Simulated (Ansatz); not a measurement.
Density of states of a HfO$_{2}$ cell (a packing that fell into a crystal (P2_1 at 0.1 Å)), per eV and atom, broadened by Gaussian smearing of width 0.1 eV and averaged over bins of 0.2 eV, from 8 eV under the Fermi level at most up to where the solved bands end.

The calculation used DFT PBE, scalar-relativistic, plane waves, PAW (Ansatz).

Settings: cutoff 420 eV, Γ-centred mesh 3×3×3 on the computed 18-atom cell, Gaussian smearing of 0.02 eV; no spin polarisation.

```
CELL_PARAMETERS angstrom
5.90300 0.00283 -0.00269
-0.00285 6.32767 -0.42737
0.00283 -0.40159 5.83462
ATOMIC_POSITIONS crystal
Hf 0.26621 0.25602 0.87977
Hf 0.76622 0.01148 0.80842
Hf 0.67253 0.59866 0.08753
Hf 0.41687 0.04341 0.36325
Hf 0.91685 0.22407 0.32494
Hf 0.17252 0.66883 0.60061
O 0.16969 0.05165 0.12636
O 0.02522 0.97131 0.56472
O 0.66968 0.21585 0.56181
O 0.86896 0.69859 0.82102
O 0.42153 0.97129 0.72915
O 0.20248 0.32493 0.52996
O 0.90917 0.55209 0.34174
O 0.70250 0.94254 0.15823
O 0.92151 0.29621 0.95903
O 0.40917 0.71540 0.34643
O 0.36896 0.56890 0.86714
O 0.52522 0.29618 0.12346
```

| E − E_F (eV) | total | O 2p | Hf 5d | Hf 6s | O 2s |
| --- | --- | --- | --- | --- | --- |
| -7.35 | 0.043 | 0.029 | 0.009 | 0.004 | 0.001 |
| -7.15 | 0.336 | 0.228 | 0.073 | 0.024 | 0.004 |
| -6.95 | 0.603 | 0.411 | 0.134 | 0.038 | 0.009 |
| -6.75 | 0.300 | 0.206 | 0.069 | 0.015 | 0.004 |
| -6.55 | 0.561 | 0.389 | 0.134 | 0.020 | 0.008 |
| -6.35 | 0.715 | 0.502 | 0.169 | 0.022 | 0.009 |
| -6.15 | 0.898 | 0.635 | 0.218 | 0.019 | 0.008 |
| -5.95 | 0.725 | 0.520 | 0.170 | 0.014 | 0.006 |
| -5.75 | 0.680 | 0.495 | 0.153 | 0.013 | 0.006 |
| -5.55 | 0.916 | 0.678 | 0.192 | 0.018 | 0.008 |
| -5.35 | 0.769 | 0.580 | 0.150 | 0.014 | 0.008 |
| -5.15 | 0.853 | 0.653 | 0.153 | 0.019 | 0.009 |
| -4.95 | 0.724 | 0.560 | 0.124 | 0.017 | 0.008 |
| -4.75 | 0.677 | 0.530 | 0.110 | 0.013 | 0.009 |
| -4.55 | 0.752 | 0.600 | 0.114 | 0.012 | 0.010 |
| -4.35 | 0.785 | 0.630 | 0.121 | 0.010 | 0.008 |
| -4.15 | 0.838 | 0.688 | 0.113 | 0.010 | 0.009 |
| -3.95 | 0.839 | 0.699 | 0.102 | 0.010 | 0.010 |
| -3.75 | 0.928 | 0.782 | 0.105 | 0.009 | 0.012 |
| -3.55 | 0.987 | 0.843 | 0.104 | 0.008 | 0.010 |
| -3.35 | 0.750 | 0.656 | 0.065 | 0.005 | 0.007 |
| -3.15 | 0.897 | 0.801 | 0.065 | 0.005 | 0.007 |
| -2.95 | 0.895 | 0.811 | 0.055 | 0.004 | 0.006 |
| -2.75 | 1.036 | 0.949 | 0.057 | 0.004 | 0.006 |
| -2.55 | 1.032 | 0.954 | 0.050 | 0.003 | 0.005 |
| -2.35 | 0.790 | 0.736 | 0.035 | 0.002 | 0.004 |
| -2.15 | 0.569 | 0.538 | 0.019 | 0.001 | 0.003 |
| -1.95 | 0.099 | 0.095 | 0.003 | 0.000 | 0.000 |
| -1.75 | 0.002 | 0.002 | 0.000 | 0.000 | 0.000 |
| -1.55 | 0.000 | 0.000 | 0.000 | 0.000 | 0.000 |
| -1.35 | 0.000 | 0.000 | 0.000 | 0.000 | 0.000 |
| -1.15 | 0.000 | 0.000 | 0.000 | 0.000 | 0.000 |
| -0.95 | 0.000 | 0.000 | 0.000 | 0.000 | 0.000 |
| -0.75 | 0.000 | 0.000 | 0.000 | 0.000 | 0.000 |
| -0.55 | 0.000 | 0.000 | 0.000 | 0.000 | 0.000 |
| -0.35 | 0.000 | 0.000 | 0.000 | 0.000 | 0.000 |
| -0.15 | 0.000 | 0.000 | 0.000 | 0.000 | 0.000 |
| 0.05 | 0.000 | 0.000 | 0.000 | 0.000 | 0.000 |
| 0.25 | 0.000 | 0.000 | 0.000 | 0.000 | 0.000 |
| 0.45 | 0.000 | 0.000 | 0.000 | 0.000 | 0.000 |
| 0.65 | 0.000 | 0.000 | 0.000 | 0.000 | 0.000 |
| 0.85 | 0.000 | 0.000 | 0.000 | 0.000 | 0.000 |
| 1.05 | 0.000 | 0.000 | 0.000 | 0.000 | 0.000 |
| 1.25 | 0.000 | 0.000 | 0.000 | 0.000 | 0.000 |
| 1.45 | 0.000 | 0.000 | 0.000 | 0.000 | 0.000 |
| 1.65 | 0.000 | 0.000 | 0.000 | 0.000 | 0.000 |
| 1.85 | 0.020 | 0.002 | 0.017 | 0.000 | 0.000 |
| 2.05 | 0.098 | 0.012 | 0.080 | 0.001 | 0.001 |
| 2.25 | 0.170 | 0.023 | 0.138 | 0.003 | 0.002 |
| 2.45 | 0.508 | 0.071 | 0.405 | 0.010 | 0.009 |
| 2.65 | 0.540 | 0.074 | 0.432 | 0.011 | 0.010 |
| 2.85 | 0.432 | 0.058 | 0.345 | 0.008 | 0.009 |
| 3.05 | 0.501 | 0.067 | 0.397 | 0.010 | 0.012 |
| 3.25 | 0.673 | 0.080 | 0.540 | 0.016 | 0.018 |

The columns after the total are the largest Löwdin projections on the valence shells of the potentials, so they needn't add up, and the weight of a shell that a potential lacks goes to other orbitals. The cell has a gap on the mesh of 3.93 eV.

Spin-orbit coupling is left out, which matters for the bands of heavy elements. The gap is read on a mesh, which can miss the band edges, so it can be too wide.

This form isn't the usual stable structure of the compound.

Cost: 2 runs of about 2.8 core-minutes in all (earlier runs that led there not counted), on Intel Xeon Processor @ 2.70GHz (shared hosts).